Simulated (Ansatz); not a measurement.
The cell is KI (rocksalt); cell and atoms were relaxed with r2SCAN. The symmetry is Fm-3m (No. 225, cubic); conventional cell a = 7.089 Å, 44.52 Å³ an atom. K is surrounded by 6 I at 3.54 Å; I is surrounded by 6 K at 3.54 Å.

```cif
data_structure
_symmetry_space_group_name_H-M 'Fm-3m'
_symmetry_Int_Tables_number 225
_cell_length_a 7.0886
_cell_length_b 7.0886
_cell_length_c 7.0886
_cell_angle_alpha 90.000
_cell_angle_beta 90.000
_cell_angle_gamma 90.000
_cell_volume 356.19
loop_
_atom_site_label
_atom_site_type_symbol
_atom_site_symmetry_multiplicity
_atom_site_Wyckoff_symbol
_atom_site_fract_x
_atom_site_fract_y
_atom_site_fract_z
_atom_site_occupancy
K1 K 4 a 0.00000 0.00000 0.00000 1
I1 I 4 b 0.50000 0.00000 0.00000 1
```

The questions ask for values computed with the PAW code Ansatz on this geometry. No magnetic order and no zero-point or thermal motion.

Task: Is there a gap with r2SCAN, and of what kind?

Result: The r2SCAN gap is direct at Γ: 4.59 eV.

Task: Estimate the gap with PBE+SOC on 6×6×6.

Result: The PBE+SOC gap is direct at Γ: 3.62 eV. Spin-orbit coupling itself accounts for -0.320 eV. The gap differs by -0.97 eV from r2SCAN's.

Task: What does HSE06 give for the gap (4×4×4 mesh)?

Result: With HSE06 the gap is 4.94 eV and direct, at Γ. The gap differs by +0.35 eV from r2SCAN's.

Task: How does the gap change from r2SCAN to PBE0 (4×4×4)?

Result: With PBE0 the gap is 5.63 eV and direct, at Γ. The gap differs by +1.04 eV from r2SCAN's.

Task: What does G0W0@PBE with 265 empty bands, a screening cutoff of 120 eV and a 4×4×4 mesh give?

Result: 6.06 eV (PBE's gap over the path plus the quasiparticle shift read on the mesh). Over the mesh points the PBE gap of 3.94 eV becomes a quasiparticle gap of 6.06 eV (direct at Γ), a change of +2.12 eV. Renormalisation factors Z lie between 0.80 and 0.85. The G0W0 figures hold for the stated bands, cutoff and mesh and aren't extrapolated.

Task: Roughly how does the cost of the HSE06 run (4×4×4) compare with r2SCAN's (6×6×6)?

Result: About 11 times as much (70 core-seconds against 6 core-seconds, on 2 threads of Arm Neoverse V1 (shared host)).

Task: How strongly does the crystal screen a field with clamped ions (r2SCAN)?

Result: The clamped-ion dielectric constant comes out as 2.73 in all directions. Born charges, averaged over directions: K +1.12, I -1.12 e.

Only the levels marked +SOC include spin-orbit coupling.

The meshes of the hybrids are coarse, so their gaps aren't converged to the digits shown.
